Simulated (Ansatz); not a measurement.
A 4-atom cell of MgO (P6_3/mmc) from a materials database, relaxed with r2SCAN, was run in Ansatz under altered settings. All numbers are computed, without spin polarisation but where a row says otherwise.

```
Mg O
1.0
     3.48408    0.00000    0.00000
    -1.74204    3.01730    0.00000
     0.00000    0.00000    4.18532
Mg O
2 2
Direct
  0.66667 0.33333 0.75000
  0.33333 0.66667 0.25000
  0.66667 0.33333 0.25000
  0.33333 0.66667 0.75000
```

The base run's other keys:
```yaml
kpoints:
  mp_grid: { grid: [6, 6, 4] }
hamiltonian:
  xc: hse06
scf:
  occupations: { method: fixed }
  n_extra_bands: 5
```

It takes 12 iterations with 823 plane waves at 420 eV and 21 k points, and leaves a mean stress of -0.05 GPa. The gap over this mesh is 5.046 eV. It ran on 4 threads of Intel(R) Xeon(R) Processor @ 2.50GHz (Skylake/Cascade Lake), with other jobs on the host.

Outcomes, with energy and stress as changes against the base:
```
                                     setting    outcome  ΔF (meV/atom)  Δ mean stress (GPa)  gap on the mesh (eV)  iterations  wall time
PBE hybrid, exx coeff 0.35, omega 0.2078 1/Å  converged              –                 -1.7                 5.712          15       35 s
 PBE hybrid, exx coeff 0.1, omega 0.2078 1/Å  converged              –                 +2.7                 4.076          10       27 s
    PBE hybrid, exx coeff 0.3, omega 0.5 1/Å  converged              –                 -0.3                 4.612          11       28 s
                        scf.n_extra_bands: 1  converged            0.0                  0.0                 5.046          12       24 s
```
A dash marks a value that wasn't obtained or can't be compared. Stress is positive in compression. The base took 25 s.

- PBE hybrid, exx coeff 0.35, omega 0.2078 1/Å. That is 35 % exact exchange, screened with ω = 0.2078 1/Å, against HSE06's 25 % screened at 0.208 1/Å. The mean stress moves by -1.7 GPa and the gap on the mesh by +0.666 eV (to 5.712). Totals of different functionals aren't comparable.
- PBE hybrid, exx coeff 0.1, omega 0.2078 1/Å. That is 10 % exact exchange, screened with ω = 0.2078 1/Å, against HSE06's 25 % screened at 0.208 1/Å. The mean stress moves by +2.7 GPa and the gap on the mesh by -0.971 eV (to 4.076). Totals of different functionals aren't comparable.
- PBE hybrid, exx coeff 0.3, omega 0.5 1/Å. That is 30 % exact exchange, screened with ω = 0.5 1/Å, against HSE06's 25 % screened at 0.208 1/Å. The mean stress moves by -0.3 GPa and the gap on the mesh by -0.434 eV (to 4.612). Totals of different functionals aren't comparable.

Within 1 meV an atom, 0.1 GPa and 0.005 eV of the base stay: scf.n_extra_bands: 1.

The stress of a hybrid is loosely converged in these runs.

The meshes of the hybrids are coarse, so their gaps aren't converged to the digits shown.
